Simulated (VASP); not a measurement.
# Ge in VASP: one cell, several levels of theory

Aim: gap, levels, forces and stress of diamond Ge, under -4.0 % strain along z alone at fixed geometry. Runs: PBE, r2SCAN.

The runs shown are made with VASP 6.6.1. PAW datasets, plane waves. No spin polarisation and no zero-point or thermal motion.

## Step 1: The structure to begin with

The cell comes from an earlier relaxation with r2SCAN in another program, then strained, with the atoms relaxed again.

Space group I4_1/amd (No. 141), tetragonal; a = 4.012 Å, c = 5.447 Å in the conventional setting, 21.92 Å³ an atom. Ge has 4 Ge at 2.42 Å.

The structure in full:

```
CELL_PARAMETERS angstrom
0.00000 2.83687 2.72340
2.83687 0.00000 2.72340
2.83687 2.83687 0.00000
ATOMIC_POSITIONS crystal
Ge 0.00000 0.00000 0.00000
Ge 0.25000 0.25000 0.25000
```

## Step 2: PBE

Contents of INCAR:

```
ENCUT = 520.000000
SIGMA = 0.020000
EDIFF = 1.00e-07
GGA = PE
PREC = Accurate
IBRION = -1
ISIF = 2
ISMEAR = -1
NBANDS = 21
NELM = 120
NSW = 0
LASPH = .TRUE.
LCHARG = .FALSE.
LWAVE = .FALSE.
LREAL = .FALSE.
```

Contents of KPOINTS:

```
KPOINTS created by Atomic Simulation Environment
0
Gamma
8 8 8
0 0 0
```

Contents of KPOINTS_OPT:

```
special points
7
Reciprocal
0.0000000000 0.0000000000 0.0000000000 1
0.5000000000 0.0000000000 0.5000000000 1
0.6250000000 0.2500000000 0.6250000000 1
0.3750000000 0.3750000000 0.7500000000 1
0.5000000000 0.5000000000 0.5000000000 1
0.5000000000 0.2500000000 0.7500000000 1
0.0000000000 0.0000000000 0.5000000000 1
```

Contents of POSCAR:

```
Ge
 1.0000000000000000
     0.0000000000000000    2.8368735120999999    2.7233985716000002
     2.8368735120999999    0.0000000000000000    2.7233985716000002
     2.8368735120999999    2.8368735120999999    0.0000000000000000
 Ge
   2
Cartesian
  0.0000000000000000  0.0000000000000000  0.0000000000000000
  1.4184367560500000  1.4184367560500000  1.3616992858000001
```

Potentials: the recommended PBE PAW datasets, 28 valence electrons in the neutral cell.

On the command line:

```sh
> mpirun -np 1 vasp_std
```

## Step 3: r2SCAN

Contents of INCAR:

```
ENCUT = 520.000000
SIGMA = 0.020000
EDIFF = 1.00e-07
ALGO = Normal
METAGGA = R2SCAN
PREC = Accurate
IBRION = -1
ISIF = 2
ISMEAR = -1
NBANDS = 21
NELM = 120
NSW = 0
LASPH = .TRUE.
LCHARG = .TRUE.
LELF = .TRUE.
LWAVE = .FALSE.
LREAL = .FALSE.
```

KPOINTS is that of step 2.

KPOINTS_OPT is that of step 2.

POSCAR is that of step 2.

Before running it: what results should come out? Wanted: for each run, gap; pressure.

**Answer**, as computed:

| level | gap (eV) | pressure (GPa) |
| --- | --- | --- |
| PBE | 0.05 | 6.14 |
| r2SCAN | 0.24 | 3.24 |

**Reading.** The gap runs from 0.05 eV (PBE) to 0.24 eV (r2SCAN). The pressure is highest with PBE (6.1 GPa) and lowest with r2SCAN (3.2 GPa), which orders the cells that they would relax to.
